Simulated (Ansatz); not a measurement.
Input and output of a one-shot G0W0 calculation on BN (started from an entry of an open crystallographic database) (Ansatz, G0W0@PBE with 88 empty bands, a screening cutoff of 140 eV and a 6×6×4 mesh). The geometry is the r2SCAN minimum.

input.yaml:
```yaml
crystal:
  lattice:
    - [2.5439493114, 0.0, 0.0]
    - [-1.2719746557, 2.2031247296, 0.0]
    - [0.0, 0.0, 4.207816782]
  atoms:
    - { symbol: B, position: [0.6666666667, 0.3333333333, 0.0002035746] }
    - { symbol: B, position: [0.3333333333, 0.6666666667, 0.5002035746] }
    - { symbol: "N", position: [0.6666666667, 0.3333333333, 0.3747964254] }
    - { symbol: "N", position: [0.3333333333, 0.6666666667, 0.8747964254] }
kpoints:
  mp_grid: { grid: [6, 6, 4] }
hamiltonian:
  xc: pbe
scf:
  occupations: { method: fixed }
gw:
  n_empty_bands: 88
  ecut_chi: 140
  qp_bands: [v2, c2]
  qp_kpoints: band_edges
  screening: { model: contour_deformation }
```

Run as `ansatz run input.yaml --threads 2 --pin off --max-ram 3686MiB --backend cpu --events-out ev --progress --plain --runs-dir out`. It took 41 s on 2 threads of Arm Neoverse N1, with other jobs on the host; peak host memory 0.31 GiB.

Abridged output:
```
Functional definition: PBE
Crystal: 4 atoms, lattice volume = 23.583 Å³
Basis set: ecut = 420 eV, 465 PW (Γ)
Bands: 12, of which v1, the nominal top of the filled ones, is band 8 counted from 1 (7 counted from 0)
Symmetry: 12 space group operations
Space group: P63mc (ITA 186)
k-points: 21 of 144 (time reversal used)
SCF iter   1: HF=-1084.474096 eV  Δρ=2.78e-3  dr2=9.08e-4
preconditioner: auto → none  [insulator: Δε(μ)=5.190 eV  ℏωp=30.6 eV]
SCF iter   2: HF=-1084.474332 eV  Δρ=1.01e-3  dr2=1.14e-4
SCF iter   3: HF=-1084.474451 eV  Δρ=4.92e-4  dr2=1.70e-5
SCF iter   4: HF=-1084.474501 eV  Δρ=5.51e-5  dr2=3.39e-7
SCF iter   5: HF=-1084.474502 eV  Δρ=7.80e-6  dr2=6.55e-9
SCF iter   6: HF=-1084.474502 eV  Δρ=9.21e-7  dr2=6.53e-11
SCF 1 converged in 6 iterations: F = -1084.474502 eV  dr2 = 6.53e-11
Free energy (F): -1084.474502 eV
Fermi energy:    11.366523 eV
--- G₀W₀: contour deformation, 6 samples at zero and on the imaginary axis and 2 off it, 144 q-points, 88 empty bands' worth ---
    ik  band        ε_KS         Σx   Σc(E_QP)       V_xc       Z   E_QP_lin       E_QP  E_QP is
     0     7     11.3665   -23.0358     2.8463   -19.4344  0.8258    10.6091    10.6114  root
     0     8     11.3665   -23.0358     2.8463   -19.4344  0.8258    10.6091    10.6114  root
     0     9     19.7624    -7.7122    -5.4032   -14.3977  0.8391    21.0525    21.0447  root
     0    10     19.7624    -7.7122    -5.4032   -14.3977  0.8391    21.0525    21.0447  root
     1     7     10.9888   -22.8878     2.9089   -19.1806  0.8252    10.1879    10.1905  root
     1     8     10.9888   -22.8878     2.9089   -19.1806  0.8252    10.1879    10.1905  root
     1     9     20.2007    -7.7914    -5.4686   -14.5690  0.8376    21.5182    21.5098  root
     1    10     20.2007    -7.7914    -5.4686   -14.5690  0.8376    21.5182    21.5098  root
     3     7     10.5009   -22.4996     2.8652   -18.8015  0.8252     9.6650     9.6679  root
     3     8     10.7761   -22.8414     2.9501   -19.0684  0.8248     9.9505     9.9533  root
     3     9     19.1040    -8.0858    -5.2064   -14.3721  0.8416    20.1893    20.1840  root
     3    10     20.6272    -8.2671    -5.5985   -15.2211  0.8329    21.9922    21.9827  root
     5     7      9.3688   -22.4315     3.2085   -18.2542  0.8217     8.3956     8.4000  root
     5     8      9.3688   -22.4315     3.2085   -18.2542  0.8217     8.3956     8.4000  root
     5     9     20.1086    -8.3069    -5.3422   -14.8024  0.8385    21.2684    21.2620  root
     5    10     20.1086    -8.3069    -5.3422   -14.8024  0.8385    21.2684    21.2620  root
     6     7      8.7279   -21.8908     3.1783   -17.6938  0.8211     7.7041     7.7092  root
     6     8      9.7110   -22.6619     3.1790   -18.5480  0.8222     8.7721     8.7762  root
     6     9     18.3596    -8.2230    -4.9784   -14.1032  0.8459    19.2649    19.2614  root
     6    10     20.2392    -8.2225    -5.3290   -14.7011  0.8370    21.3952    21.3887  root
     7     7      8.8456   -22.3218     3.2712   -18.0413  0.8203     7.8313     7.8364  root
     7     8      9.1759   -22.4898     3.2745   -18.2271  0.8209     8.1831     8.1878  root
     7     9     18.1579    -8.4207    -4.9374   -14.2667  0.8457    19.0698    19.0664  root
     7    10     19.4616    -7.9995    -5.2168   -14.2539  0.8420    20.5041    20.4992  root
     8     7      8.1077   -22.3168     3.5049   -17.7219  0.8174     7.0113     7.0176  root
     8     8      8.1077   -22.3168     3.5049   -17.7219  0.8174     7.0113     7.0176  root
     8     9     18.6117    -8.3645    -5.0206   -14.3468  0.8443    19.5774    19.5734  root
     8    10     18.6117    -8.3645    -5.0206   -14.3468  0.8443    19.5774    19.5734  root
     9     7      6.9488   -21.1583     3.4657   -16.5178  0.8161     5.7658     5.7739  root
     9     8      9.2480   -22.6392     3.2903   -18.3674  0.8208     8.2619     8.2665  root
     9     9     18.1007    -7.9505    -4.9470   -13.7196  0.8486    18.9256    18.9228  root
     9    10     19.3539    -8.8556    -4.9752   -14.8755  0.8398    20.4034    20.3985  root
    10     7      7.8627   -21.8861     3.4193   -17.3665  0.8179     6.7559     6.7624  root
    10     8      8.6928   -22.4754     3.3926   -18.0475  0.8193     7.6521     7.6575  root
    10     9     18.2208    -8.7972    -4.8422   -14.5620  0.8447    19.1469    19.1434  root
    10    10     18.2366    -7.9094    -4.9874   -13.7543  0.8477    19.0972    19.0941  root
  […]
```

The points are ik 0 = (0, 0, 0) (Γ), ik 1 = (0, 0, 1/4), ik 3 = (0, 1/6, 0), ik 5 = (0, 1/6, -1/2), ik 6 = (0, 1/3, 0), ik 7 = (0, 1/3, 1/4), ik 8 = (0, 1/3, -1/2), ik 9 = (0, -1/2, 0), ik 10 = (0, -1/2, 1/4), ik 11 = (0, -1/2, -1/2), ik 12 = (1/6, 1/6, 0), ik 15 = (1/6, 1/3, 0); band 8 is the last filled one.

Over the mesh points the PBE gap of 5.21 eV becomes a quasiparticle gap of 6.67 eV (Γ to k = (1/3, 1/3, 0)), a change of +1.46 eV. Renormalisation factors Z lie between 0.80 and 0.86. G0W0 here is at a finite number of bands, screening cutoff and k mesh, not at the basis limit.

(Simulation; spin polarisation is off.)
